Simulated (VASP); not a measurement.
# NaI (Fm-3m) in VASP: settings compared

Aim: see how the results for NaI move with the level of theory and the settings. Levels: PBE, HSEsol. Tasks: single point, relaxation of cell and atoms.

Everything below comes from runs of VASP 6.6.1. Logs are shortened: lines on timing, memory, paths and dates and some standing lists are left out, and cuts for length are marked.

### Step 1. Starting point

Symmetry: Fm-3m, No. 225, cubic system. Conventional cell: a = 6.473 Å, b = 6.473 Å, c = 6.473 Å, α = 90.00°, β = 90.00°, γ = 90.00°. I (site symmetry m-3m) has 6 Na at 3.24 Å as nearest neighbours. Na (site symmetry m-3m) is surrounded by 6 I at 3.24 Å.

### Step 2. Single point, PBE

Input file INCAR:

```
PREC = Accurate
ENCUT = 520
EDIFF = 1E-6
ISMEAR = 0
SIGMA = 0.1
LREAL = F
LASPH = T
NELM = 60
ALGO = Normal
ISIF = 2
LWAVE = F
LCHARG = F
GGA = PE
NBANDS = 14
```

Input file KPOINTS:

```
regular mesh
0
Gamma
  7 7 7
```

Input file POSCAR:

```
NaI
1.0
    0.0000000000      3.2364000000      3.2364000000
    3.2364000000      0.0000000000      3.2364000000
    3.2364000000      3.2364000000      0.0000000000
I Na
1 1
Cartesian
    3.2364000000      3.2364000000      3.2364000000
    0.0000000000      0.0000000000      0.0000000000
```

Potentials or basis: VASP PAW PBE potentials, release 64 (I, Na_pv).

On the command line:

```console
$ cat potpaw_PBE.64/I/POTCAR potpaw_PBE.64/Na_pv/POTCAR > POTCAR
$ mpirun -np 1 vasp_std > vasp.out
```

OUTCAR:

```text
PREC = Accurate
   ENCUT = 520
   EDIFF = 1E-6
   ISMEAR = 0
   LREAL = F
   LASPH = T
   NELM = 60
   ISIF = 2
   GGA = PE

 ion  position               nearest neighbor table
   1  0.500  0.500  0.500-
   2  0.000  0.000  0.000-

  LATTYP: Found a face centered cubic cell.
 ALAT       =     6.4728000000

  Lattice vectors:

 A1 = (   0.0000000000,   3.2364000000,   3.2364000000)
 A2 = (   3.2364000000,   0.0000000000,   3.2364000000)
 A3 = (   3.2364000000,   3.2364000000,   0.0000000000)

Analysis of symmetry for initial positions (statically):
=====================================================================
 Subroutine PRICEL returns:
 Original cell was already a primitive cell.

 Routine SETGRP: Setting up the symmetry group for a
 face centered cubic supercell.

 Subroutine GETGRP returns: Found 48 space group operations
 (whereof 48 operations were pure point group operations)
 out of a pool of 48 trial point group operations.

The static configuration has the point symmetry O_h .

Analysis of symmetry for dynamics (positions and initial velocities):
=====================================================================
 Subroutine PRICEL returns:
 Original cell was already a primitive cell.

 Routine SETGRP: Setting up the symmetry group for a
 face centered cubic supercell.

 Subroutine GETGRP returns: Found 48 space group operations
 (whereof 48 operations were pure point group operations)
 out of a pool of 48 trial point group operations.

The dynamic configuration has the point symmetry O_h .

 Subroutine INISYM returns: Found 48 space group operations
 (whereof 48 operations are pure point group operations),
 and found     1 'primitive' translations

----------------------------------------------------------------------------------------

                                     Primitive cell

  volume of cell :      67.7980

  direct lattice vectors                    reciprocal lattice vectors
     0.000000000  3.236400000  3.236400000    -0.154492646  0.154492646  0.154492646
     3.236400000  0.000000000  3.236400000     0.154492646 -0.154492646  0.154492646
     3.236400000  3.236400000  0.000000000     0.154492646  0.154492646 -0.154492646

  length of vectors
     4.576960773  4.576960773  4.576960773     0.267589113  0.267589113  0.267589113

  position of ions in fractional coordinates (direct lattice)
     0.500000000  0.500000000  0.500000000
     0.000000000  0.000000000  0.000000000

  ion indices of the primitive-cell ions
   primitive index   ion index
                 1           1
                 2           2

----------------------------------------------------------------------------------------

 KPOINTS: regular mesh

Automatic generation of k-mesh.
 Grid dimensions read from file:
 generate k-points for:    7    7    7

 Generating k-lattice:

  Cartesian coordinates                     Fractional coordinates (reciprocal lattice)
    -0.022070378  0.022070378  0.022070378     0.142857143  0.000000000  0.000000000
     0.022070378 -0.022070378  0.022070378     0.000000000  0.142857143  0.000000000
     0.022070378  0.022070378 -0.022070378     0.000000000  0.000000000  0.142857143

  Length of vectors
     0.038227016  0.038227016  0.038227016

  Shift w.r.t. Gamma in fractional coordinates (k-lattice)
     0.000000000  0.000000000  0.000000000

 Subroutine IBZKPT returns following result:
 ===========================================

 Found     20 irreducible k-points:

 Following reciprocal coordinates:
            Coordinates               Weight
  0.000000  0.000000  0.000000      1.000000
  0.142857  0.000000  0.000000      8.000000
  0.285714  0.000000  0.000000      8.000000
  0.428571  0.000000  0.000000      8.000000
  0.142857  0.142857  0.000000      6.000000
  0.285714  0.142857  0.000000     24.000000
[... 12 lines left out ...]
 -0.428571  0.428571  0.142857     24.000000
 -0.285714  0.428571  0.142857     24.000000
   k-points           NKPTS =     20   k-points in BZ     NKDIM =     20   number of bands    NBANDS=     14
   number of dos      NEDOS =    301   number of ions     NIONS =      2
   total plane-waves  NPLWV =  46656
   dimension x,y,z NGX =    36 NGY =   36 NGZ =   36
   dimension x,y,z NGXF=    72 NGYF=   72 NGZF=   72
   ions per type =               1   1
   NGX,Y,Z   is equivalent  to a cutoff of  13.08, 13.08, 13.08 a.u.
   NGXF,Y,Z  is equivalent  to a cutoff of  26.15, 26.15, 26.15 a.u.
 SYSTEM =  unknown system
   PREC   = accura    normal or accurate (medium, high low for compatibility)
   ISTART =      0    job   : 0-new  1-cont  2-samecut
   ICHARG =      2    charge: 1-file 2-atom 10-const
   ISPIN  =      1    spin polarized calculation?
   LNONCOLLINEAR =      F non collinear calculations
   LSORBIT =      F    spin-orbit coupling
   LASPH  =      T    aspherical Exc in radial PAW
   ENCUT  =  520.0 eV  38.22 Ry    6.18 a.u.   8.51  8.51  8.51*2*pi/ulx,y,z
   NELM   =     60;   NELMIN=  2; NELMDL= -5     # of ELM steps
   EDIFF  = 0.1E-05   stopping-criterion for ELM
   LREAL  =      F    real-space projection
   EDIFFG = 0.1E-04   stopping-criterion for IOM
   NSW    =      0    number of steps for IOM
   IBRION =     -1    ionic relax: 0-MD 1-quasi-New 2-CG
   NFREE  =      0    steps in history (QN), initial steepest desc. (CG)
   ISIF   =      2    stress and relaxation
   ISYM   =      2    0-nonsym 1-usesym 2-fastsym
   POTIM  = 0.5000    time-step for ionic-motion
   TEBEG  =    0.0;   TEEND  =   0.0 temperature during run
   PSTRESS=    0.0 pullay stress
   NELECT =      14.0000    total number of electrons
   NUPDOWN=      -1.0000    fix difference up-down
   EMIN   =  10.00;   EMAX   =-10.00  energy-range for DOS
   EFERMI =   0.00;   METHOD = LEGACY
   ISMEAR =     0;   SIGMA  =   0.10  broadening in eV -4-tet -1-fermi 0-gaus
   EFERMI_NEDOS =   21; number of points for ismear=-14 and -15
   IALGO  =     38    algorithm
   IMIX   =      4    mixing-type and parameters
     AMIX     =   0.40;   BMIX     =  1.00
     AMIX_MAG =   1.60;   BMIX_MAG =  1.00
  volume/ion in A,a.u.               =      33.90       228.76
  Fermi-wavevector in a.u.,A,eV,Ry     =   0.967636  1.828567 12.739397  0.936319
  Thomas-Fermi vector in A             =   2.097538
   LORBIT       =      0    0 simple, 1 ext, 2 COOP (PROOUT), +10 PAW based schemes
   GGA     = PE    functional components
   LHFCALC =     F    Hartree Fock is set to
   AEXX    =    0.0000 exact exchange contribution
   IVDW    =     0    specifies the selected vdW correction
   LEPSILON=     F    determine dielectric tensor
   LRPA    =     F    only Hartree local field effects (RPA)
 non-spin polarized calculation
 Gauss-broadening in eV      SIGMA  =   0.10
  energy-cutoff  :      520.00
  volume of cell :       67.80
 maximum number of plane-waves:      1841
 NGX is ok and might be reduce to    36
   NGX = 17   NGY = 17   NGZ = 17

 number of electron      13.9999993 magnetization

 Free energy of the ion-electron system (eV)
  ---------------------------------------------------
  ext. energy  EPLUGINS =         0.00000000
  ---------------------------------------------------
  free energy    TOTEN  =        -5.38505376 eV

  energy without entropy =       -5.38505376  energy(sigma->0) =       -5.38505376

 E-fermi :   1.3138     XC(G=0):  -7.7049

 val. band max:        0.8064314894   @ k =   0.0000   0.0000   0.0000
 cond. band min:       4.4469151963   @ k =   0.0000   0.0000   0.0000
 fundamental gap:      3.6404837068
 Fermi energy:         1.3137659300

 k-point     1 :       0.0000    0.0000    0.0000
  band No.  band energies     occupation
      1     -21.6329      2.00000
      2     -21.6329      2.00000
      3     -21.6329      2.00000
      4     -10.2112      2.00000
      5       0.8064      2.00000
      6       0.8064      2.00000
      7       0.8064      2.00000
      8       4.4469      0.00000
      9       8.7362      0.00000
     10       8.7362      0.00000
     11       8.7362      0.00000
     12      10.5544      0.00000
     13      10.5544      0.00000
     14      11.2412      0.00000

 k-point     2 :       0.1429    0.0000    0.0000
  band No.  band energies     occupation
      1     -21.6339      2.00000
      2     -21.6330      2.00000
      3     -21.6330      2.00000
      4     -10.1557      2.00000
      5       0.2320      2.00000
      6       0.7495      2.00000
      7       0.7495      2.00000
      8       5.0910      0.00000
      9       8.3133      0.00000
     10       8.9108      0.00000
     11       8.9108      0.00000
     12      10.0773      0.00000
     13      10.0773      0.00000
     14      11.7090      0.00000

 k-point     3 :       0.2857    0.0000    0.0000
  band No.  band energies     occupation
      1     -21.6361      2.00000
      2     -21.6331      2.00000
      3     -21.6331      2.00000
      4     -10.0253      2.00000
      5      -0.7018      2.00000
      6       0.6287      2.00000
      7       0.6287      2.00000
      8       5.8429      0.00000
      9       8.4779      0.00000
     10       8.6557      0.00000
     11       8.6557      0.00000
     12      10.6243      0.00000
     13      10.6243      0.00000
     14      11.0811      0.00000
[... 256 lines left out ...]
 k-point    19 :      -0.4286    0.4286    0.1429
  band No.  band energies     occupation
      1     -21.6365      2.00000
      2     -21.6349      2.00000
      3     -21.6345      2.00000
      4      -9.8306      2.00000
      5      -0.9220      2.00000
      6      -0.1791      2.00000
      7       0.0216      2.00000
      8       6.0789      0.00000
      9       7.1236      0.00000
     10       8.9782      0.00000
     11      10.2469      0.00000
     12      11.9105      0.00000
     13      12.8901      0.00000
     14      13.8947      0.00000

 k-point    20 :      -0.2857    0.4286    0.1429
  band No.  band energies     occupation
      1     -21.6359      2.00000
      2     -21.6359      2.00000
      3     -21.6343      2.00000
      4      -9.8187      2.00000
      5      -0.6787      2.00000
      6      -0.6184      2.00000
      7       0.0519      2.00000
      8       6.5220      0.00000
      9       7.8241      0.00000
     10       8.7426      0.00000
     11       9.1063      0.00000
     12      11.7615      0.00000
     13      12.3819      0.00000
     14      14.4094      0.00000

------------------------ aborting loop because EDIFF is reached ----------------------------------------

  FORCE on cell =-STRESS in cart. coord.  units (eV):
  Direction    XX          YY          ZZ          XY          YZ          ZX
  --------------------------------------------------------------------------------------
  -------------------------------------------------------------------------------------
  Total        0.1878262      0.1878262      0.1878262      0.0000000      0.0000000      0.0000000
  in kB        4.4386430      4.4386430      4.4386430      0.0000000      0.0000000      0.0000000
  external PRESSURE =       4.4386430 kB  Pullay stress =       0.0000000 kB

 VOLUME and BASIS-vectors are now :
 -----------------------------------------------------------------------------
  energy-cutoff  :      520.00
  volume of cell :       67.80
      direct lattice vectors                 reciprocal lattice vectors
     0.000000000  3.236400000  3.236400000    -0.154492646  0.154492646  0.154492646
     3.236400000  0.000000000  3.236400000     0.154492646 -0.154492646  0.154492646
     3.236400000  3.236400000  0.000000000     0.154492646  0.154492646 -0.154492646

 POSITION                                       TOTAL-FORCE (eV/Angst)
 -----------------------------------------------------------------------------------
      3.23640      3.23640      3.23640        -0.000000     -0.000000      0.000000
      0.00000      0.00000      0.00000         0.000000      0.000000     -0.000000
 -----------------------------------------------------------------------------------
    total drift:                                0.000000      0.000000      0.000000

  FREE ENERGIE OF THE ION-ELECTRON SYSTEM (eV)
  ---------------------------------------------------
  free  energy   TOTEN  =        -5.3850537605 eV

  energy  without entropy=       -5.3850537605  energy(sigma->0) =       -5.38505376
```

Run time: 16 s. Hardware: 1 thread of Intel Xeon Platinum 8488C (Sapphire Rapids), shared host; peak memory 0.2 GiB.

Results:

- Free energy: -5.3851 eV
- Pressure: 0.4 GPa
- Band gap on the k mesh: 3.64 eV, direct

Levels at points of the mesh, in eV from the valence-band top:
| k point | band 3 | band 4 | band 5 | band 6 | band 7 | band 8 | band 9 | band 10 | band 11 | band 12 |
| --- | --- | --- | --- | --- | --- | --- | --- | --- | --- | --- |
| (0.00, 0.00, 0.00) | -22.44 | -11.02 | 0.00 | 0.00 | 0.00 | 3.64 | 7.93 | 7.93 | 7.93 | 9.75 |

Caveat: spin-orbit coupling is left out, which moves the levels of the heavy elements.

(Part 1 of 3 ends here.)
